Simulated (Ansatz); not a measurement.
**C: holes, doping and thermopower**

Plane-wave DFT in Ansatz, PBE, scalar-relativistic PAW potentials, cutoff 420 eV, no spin-orbit coupling; no spin polarisation. C in space group P6_3/mmc. Boltzmann transport at 300 K in rigid bands with one relaxation time, bands interpolated from the k mesh 12×12×6; values are means over x, y, z.

| holes (cm⁻³) | size of S (μV/K) | σ/τ (Ω⁻¹ m⁻¹ s⁻¹) |
| --- | --- | --- |
| 10^18 | 471.4 | 5.29e+16 |
| 10^19 | ? | 5.28e+17 |
| 10^20 | 107.8 | 5.22e+18 |
| 10^21 | 26.9 | 4.84e+19 |

Problem. Take the lowest doping as non-degenerate: get the effective density of states and the masses, and predict the missing S.

Solution. For parabolic bands and one τ, |S| = (k_B/e)(5/2 − η) with k_B/e = 86.17 μV/K and n = N e^η. The first row gives η = -2.97, N = 1.95×10¹⁹ cm⁻³ and, from N = 2.509×10¹⁹ cm⁻³ × m_d^(3/2), a density-of-states mass of 0.85 mₑ (all valleys and bands together). σ/τ = ne²/m_c gives a conductivity mass of 0.53 mₑ; m_d is 1.6 times m_c, the sign of several valleys, several bands or anisotropy. A decade of doping costs (k_B/e) ln 10 = 198.4 μV/K, which predicts 273 μV/K; the run gave 276.5. There η is about -0.7, where Fermi statistics begin to count, but their first corrections to η and to the mean carrier energy nearly cancel, so the rule still holds. At 10^21 cm⁻³ the rule would give -124 μV/K against 26.9: the gas is degenerate there. Scattering that depends on energy changes the 5/2, and whether such doping can be reached wasn't computed.

Cost: about 0.86 core-minutes for the runs cited, on AMD EPYC 9R45 (Zen 5) (shared hosts).

The thermopower falls with hole density because the Fermi level moves towards and then into the valence band, so each hole carries less energy relative to it and hence less entropy. Its large value at light doping points to a gapped, sp³-bonded carbon, probably hexagonal diamond, rather than semimetallic graphite, which can share this space group.

σ/τ rises almost in proportion to the hole density, but slightly less at the heaviest doping. This suggests that the added holes occupy states with a larger transport mass, through non-parabolicity or a heavier band; the directional averages can't separate these. The opposing trends make S²σ/τ largest at 10^20 cm⁻³ among the four densities, well past the doping with the highest thermopower. That ranking holds for a relaxation time independent of doping; stronger impurity scattering would shift the optimum towards fewer holes. A favourable electronic power factor wouldn't by itself make a good thermoelectric, since stiff, light sp³ carbon networks typically conduct heat very well through the lattice.
